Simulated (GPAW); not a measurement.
The S K edge of atom 3 in CdS (Greenockite, P6_3mc), with 1 Cd at 2.53 Å and 3 Cd at 2.54 Å (tetrahedral, site symmetry 3m), was computed in 2 ways: full core hole (charged cell) and no core hole. Program and functional: GPAW, PBE, Gaussian full width 0.9 eV up to 4 eV, rising linearly to 3.5 eV at 25 eV; cells of 4 and 12 atoms (the run without a hole in the smaller).

Each run is counted from its own lowest empty level or Fermi level and scaled to a mean of 1 over its first 20 eV.

| E (eV) | run 1 | run 2 |
| --- | --- | --- |
| -2.0 | 0.00 | 0.00 |
| -1.0 | 0.00 | 0.00 |
| 0.0 | 0.00 | 0.00 |
| 1.0 | 0.14 | 0.16 |
| 2.0 | 0.73 | 1.09 |
| 3.0 | 1.45 | 2.07 |
| 4.0 | 1.63 | 1.64 |
| 5.0 | 1.50 | 1.44 |
| 6.0 | 1.95 | 1.70 |
| 7.0 | 1.70 | 1.20 |
| 8.0 | 0.91 | 0.67 |
| 9.0 | 0.89 | 0.77 |
| 10.0 | 0.65 | 0.56 |
| 11.0 | 0.58 | 0.58 |
| 12.0 | 0.72 | 0.85 |
| 13.0 | 0.98 | 1.17 |
| 14.0 | 1.21 | 1.27 |
| 15.0 | 1.20 | 1.13 |
| 16.0 | 1.00 | 0.97 |
| 17.0 | 0.83 | 0.84 |
| 18.0 | 0.76 | 0.74 |
| 19.0 | 0.69 | 0.69 |
| 20.0 | 0.62 | 0.72 |
| 21.0 | 0.64 | 0.82 |
| 22.0 | 0.74 | 0.97 |
| 23.0 | 0.88 | 1.12 |
| 24.0 | 1.01 | 1.22 |
| 25.0 | 1.09 | 1.25 |
| 26.0 | 1.10 | 1.22 |
| 27.0 | 1.06 | 1.15 |
| 28.0 | 1.01 | 1.09 |
| 29.0 | 1.01 | 1.08 |
| 30.0 | 1.06 | 1.10 |
| 31.0 | 1.08 | 1.09 |
| 32.0 | 1.03 | 1.04 |

The database entry behind the starting cell differs from later determinations by our own check (about 0.35 % long), so it need not match the best structure at ambient conditions.

Q: Which run is which?

Run 1: no core hole (area from −2 to 6 eV 6.5, main maxima 3.0 eV (1.45), 4.4 eV (1.98), 6.4 eV (2.06) and 14.5 eV (1.23)). Run 2: full core hole (charged cell) (area from −2 to 6 eV 7.3, main maxima 2.8 eV (2.16), 4.4 eV (1.95), 6.2 eV (1.74) and 13.8 eV (1.28)). With each curve scaled to its own mean, the area from −2 to 6 eV with the hole is 7.3 against 6.5, and the centre of weight from −1 to 20 eV moves by -0.1 eV (first and strongest maxima below 20 eV: 3.0 eV (1.45), 4.4 eV (1.98) and 6.4 eV (2.06) without the hole, 2.8 eV (2.16), 4.4 eV (1.95) and 6.2 eV (1.74) with it); the shape changes all the same, by 20 % r.m.s.

[Hosts, paths, dates, database ids (printed as entryN), source tags and the programs' standing remarks are cut or masked in the printed files.]

[Lists of maxima count a maximum above −3 eV only where it reaches 4 % of the highest in the window and stands out from its surroundings by 2 % of it (1.5 % where it reaches 55 %); shoulders and weaker maxima are passed over, and of the rest the first, up to two pre-edge ones and the few strongest are named.]
